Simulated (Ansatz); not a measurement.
Runs of Ansatz 0.2.0 on WC (Qusongite). Symmetry: P-6m2, No. 187, hexagonal system. The conventional cell has a = 2.907 Å, b = 2.907 Å, c = 2.837 Å, α = 90.00°, β = 90.00°, γ = 120.00°. W (site symmetry -6m2) has 6 C at 2.20 Å as nearest neighbours. C (site symmetry -6m2) has 6 W at 2.20 Å as nearest neighbours. 

```tsv
task	level	potentials or basis	cell	k mesh	mesh quality	gap on the mesh (eV)	pressure (GPa)	V0 of scaled cells (Å³/atom)	relaxed volume (Å³/atom)	B0 (GPa)
equation of state	PBE	Ansatz PAW soft_1	as given	10 × 10 × 9	not flagged	-	-	10.52	-	(a)
relaxation of cell and atoms	LDA	Ansatz PAW	relaxed	10 × 10 × 9	not flagged	-	0.0	-	(b)	-
equation of state	PBE0	Ansatz PAW	as given	6 × 6 × 6	coarse	-	-	10.29	-	430
relaxation of cell and atoms	HSE03	Ansatz PAW	relaxed	5 × 5 × 5	coarse	none	-	-	10.31	-
relaxation of cell and atoms	RPBE+D3(BJ)	Ansatz PAW	relaxed	10 × 10 × 9	not flagged	none	0.0	-	9.58	-
```

Alike in all rows: no spin polarisation; cutoff (eV) 420; smearing fermi-dirac 0.05 eV.

**Question.** Fill in the values left out.

**Answer.** (a) 388; (b) 10.13.

Caveats: some runs use coarse meshes; the PAW data sets come from PBE, with cores solved anew for the run's functional, which leaves a small shift of forces and pressure (some runs); the plane-wave basis is chosen anew once the cell has moved, so the energies of steps on either side of that aren't comparable (some runs); the cell was scaled at fixed shape and fractional positions, which overstates the stiffness of a crystal with free parameters, most of all of layers and chains (some runs); the potentials were made for another functional, which shifts forces and pressure (some runs); pairwise dispersion overbinds metals, which lowers pressure and volume (some runs).

A k mesh can miss the band edges, and the runs leave out spin-orbit coupling on W.

A gap of «none» marks a metal or a gap under the smearing width.

Not every run made on this cell is shown here.
